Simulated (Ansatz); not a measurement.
Take a crystal in which C has been replaced by Pb on all its sites, with the cell rescaled by a rough guess (in some cases also distorted within its space group) and nothing relaxed:

```
Pb
1.0
     1.97539   -3.42150    0.00000
     1.97539    3.42150    0.00000
     0.00000    0.00000   11.53861
Pb
4
Direct
  0.08338 0.91662 0.75314
  0.58338 0.41662 0.24686
  0.91662 0.08338 0.24686
  0.41662 0.58338 0.75314
```

All numbers below come from DFT PBE, scalar-relativistic, plane waves, PAW in Ansatz.

Cutoff 420 eV; k points 12×12×4 on the computed 4-atom cell (Γ-centred); Gaussian smearing, width 0.10 eV; no spin polarisation.

Problem. What pressure does the cell carry?

Solution. The pressure is 56.1 GPa (positive in compression), so the cell would expand.

Problem. Is it a metal on this mesh?

Solution. Yes, a band crosses the Fermi level.

Spin-orbit coupling is left out, which matters for the bands of heavy elements.

This form isn't the element's structure at ambient conditions.